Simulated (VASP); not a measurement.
Input of a VASP 6.6.1 run:

INCAR

```
SYSTEM = Sc
  ALGO = Fast
  EDIFF = 1E-7
  ENCUT = 520
  GGA = PE
  ISIF = 2
  ISMEAR = 0
  LASPH = .True.
  LCHARG = .False.
  LREAL = .False.
  LWAVE = .False.
  NBANDS = 12
  NELM = 100
  PREC = Accurate
  SIGMA = 0.15
```

KPOINTS

```
k-points
0
Gamma
  20 20 20
  0 0 0
```

The input POSCAR:

```
Sc
1.0
   -2.0239309317      2.0239309317      1.5412345656
    2.0239309317     -2.0239309317      1.5412345656
    2.0239309317      2.0239309317     -1.5412345656
Sc
1
Direct
    0.0000000000      0.0000000000      0.0000000000
```

Potentials or basis: VASP PAW PBE potentials, release 64 (Sc_sv).

The run is started by

```console
$ cat potpaw_PBE.64/Sc_sv/POTCAR > POTCAR
$ mpirun -np 1 vasp_std > vasp.out
```

**Question.** Estimate the band gap on the k mesh.

**Answer.** None (metal or under the smearing width).

**Question.** What does it give for the pressure?

**Answer.** -0.3 GPa.

Stress tensor (GPa, compression positive):
```
-3.51  0.00  0.00
 0.00 -3.51  0.00
 0.00  0.00  6.13
```
